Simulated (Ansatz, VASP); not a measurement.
## Two plane-wave programs on KF

The input POSCAR:

```
KF
1.0
    0.6516780330      3.0358659586      3.0358659586
    3.0358659586      0.6516780330      3.0358659586
    3.0358659586      3.0358659586      0.6516780330
K F
1 1
Direct
    0.0000000000      0.0000000000      0.0000000000
    0.5000000000      0.5000000000      0.5000000000
```

File INCAR.step1:

```
SYSTEM = KF
PREC = Accurate
ENCUT = 520
ISMEAR = 0
SIGMA = 0.05
LREAL = .FALSE.
LASPH = .TRUE.
NELM = 60
NBANDS = 15
GGA = PE
ALGO = Normal
EDIFF = 1E-4
LWAVE = .TRUE.
LCHARG = .FALSE.
```

Contents of INCAR.step2:

```
SYSTEM = KF
PREC = Accurate
ENCUT = 520
EDIFF = 1E-6
ISMEAR = 0
SIGMA = 0.05
LREAL = .FALSE.
LASPH = .TRUE.
NELM = 60
ALGO = Normal
ISIF = 2
LWAVE = .FALSE.
LCHARG = .TRUE.
METAGGA = R2SCAN
LMIXTAU = .TRUE.
LELF = .TRUE.
LVHAR = .TRUE.
NBANDS = 15
ISTART = 1
```

The input KPOINTS:

```
Automatic mesh
0
G
  8 8 8
  0 0 0
```

Input for Ansatz:

```yaml
crystal:
  lattice:
    - [0.651678033, 3.0358659586, 3.0358659586]
    - [3.0358659586, 0.651678033, 3.0358659586]
    - [3.0358659586, 3.0358659586, 0.651678033]
  atoms:
    - { symbol: K, position: [0.0, 0.0, 0.0] }
    - { symbol: F, position: [0.5, 0.5, 0.5] }
basis:
  ecutwfc: 500
kpoints:
  mp_grid: { grid: [8, 8, 8] }
hamiltonian:
  xc: r2scan
scf:
  occupations: { method: gaussian, width: 0.05 }
output:
  forces: true
  stress: true
  eigenvalues: true
```

Alike in both runs: task single point; functional r2SCAN; k mesh 8 × 8 × 8; occupations gaussian, width 0.05 eV; no spin polarisation.

```csv
,VASP,Ansatz
version,VASP 6.6.1,Ansatz 0.2.0
potentials or method,"VASP PAW PBE potentials, release 64 (K_sv, F)","scalar-relativistic, plane waves, PAW"
plane-wave cutoff (eV),520,500
valence electrons in the cell,16,16
```

|  | VASP | Ansatz | Ansatz less VASP |
| --- | --- | --- | --- |
| gap on the k mesh at the Fermi level (eV) | 5.87 | 5.88 | +0.002 |
| least direct gap on the mesh (eV) | 5.87 | 5.88 | +0.002 |
| pressure (GPa) | -2.5 | -2.4 | +0.05 |
| largest component of the traceless stress (GPa) | 5.86 | 5.87 | +0.012 |

Caveats: the PAW data sets were made with another functional, which shifts forces and pressure a little (VASP). A k mesh can miss the band edges. r2SCAN opens gaps a little over a GGA but as a rule still falls short of measured ones.
